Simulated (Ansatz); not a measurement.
# What strain does to BeTe (F-43m)

A 2-atom cell of BeTe started from a crystallographic database, relaxed with r2SCAN in the PAW code Ansatz. Space group F-43m (No. 216), cubic; conventional cell a = 5.657 Å, 22.63 Å³ an atom. Be is surrounded by 4 Te at 2.45 Å; Te is surrounded by 4 Be at 2.45 Å.

The axes x, y and z are those of this cell:
```
CELL_PARAMETERS angstrom
0.00000 2.82862 2.82862
2.82862 0.00000 2.82862
2.82862 2.82862 0.00000
ATOMIC_POSITIONS crystal
Be 0.00000 0.00000 0.00000
Te 0.25000 0.25000 0.25000
```

Unstrained: The PBE gap is indirect, 2.020 eV (Γ to X), below the direct gap of 3.639 eV at Γ. r2SCAN gives an indirect gap of 2.375 eV, from Γ to X; the least direct gap is 4.040 eV at Γ. With HSE06 the valence top lies at Γ and the conduction bottom at X, 2.695 eV higher; the smallest vertical gap, at Γ, is 4.482 eV. Meshes: PBE 8×8×8, r2SCAN 8×8×8, HSE06 6×6×6. Strains are changes of length per length, and xy shears are angles. After each strain the atoms were relaxed again with r2SCAN within the symmetry that the strain leaves, so tilts or polar shifts that break it weren't tested; points keep the names that they have in the unstrained zone. The values are computed, spin-unpolarised, and not measurements.

Changes of the least gap in eV (an overlap counts as a negative gap):

| strain | volume change (%) | space group | PBE | r2SCAN | HSE06 | G0W0@PBE (mesh) | energy rise, r2SCAN (meV/atom) |
| --- | --- | --- | --- | --- | --- | --- | --- |
| uniaxial +3.73 % along y | +3.7 | I-4m2 | -0.058 | -0.063 | -0.060 | -0.05 | 9.7 |
| epitaxial +3.71 % in the xy plane, free normal strain -2.92 % | +4.4 | I-4m2 | -0.354 | -0.373 | -0.370 | -0.36 | 19.7 |
| xy shear, engineering strain (angle) -3.03 % | 0.0 | Imm2 | -0.170 | -0.187 | -0.179 | -0.18 | 3.4 |
| biaxial +3.0 % in x and y, z held | +6.1 | I-4m2 | -0.077 | -0.087 | -0.080 | -0.07 | 16.6 |

Unstrained, G0W0@PBE with 188 empty bands, a screening cutoff of 150 eV and a 4×4×4 mesh gives 2.83 eV on its mesh; the band count follows the volume. No extrapolation in bands, cutoff or mesh was made for G0W0.

Uniaxial +3.73 % along y, other directions held. HSE06: the gap goes from 2.695 to 2.635 eV (-0.060 eV); with r2SCAN the top three valence levels at Γ, degenerate before, become 2+1 from the top over 209 meV. Stress change with r2SCAN, compression positive: xx -1.23, yy -3.61, zz -1.23 GPa.

Epitaxial +3.71 % in the xy plane, free normal strain -2.92 %. HSE06: the gap goes from 2.695 to 2.325 eV (-0.370 eV); with r2SCAN the top three valence levels at Γ, degenerate before, become 1+2 from the top over 310 meV. Stress change with r2SCAN, compression positive: xx -3.56, yy -3.56, zz +0.01 GPa.

Xy shear, engineering strain (angle) -3.03 %. HSE06: the gap goes from 2.695 to 2.516 eV (-0.179 eV); with r2SCAN the top three valence levels at Γ, degenerate before, become 1+1+1 from the top over 237 meV. Stress change with r2SCAN, compression positive: xx +0.06, yy +0.06, zz -0.01, xy +1.59 GPa.

Biaxial +3.0 % in x and y, z held. HSE06: the gap goes from 2.695 to 2.615 eV (-0.080 eV); with r2SCAN the top three valence levels at Γ, degenerate before, become 1+2 from the top over 146 meV. Stress change with r2SCAN, compression positive: xx -3.68, yy -3.68, zz -2.00 GPa.

Spin-orbit coupling is left out, which matters wherever the heavy atoms make up the band edges.

The meshes of the hybrids are coarse, so their gaps aren't converged to the digits shown.

The splittings at Γ are without spin-orbit coupling, which regroups them where it is of like size or larger.
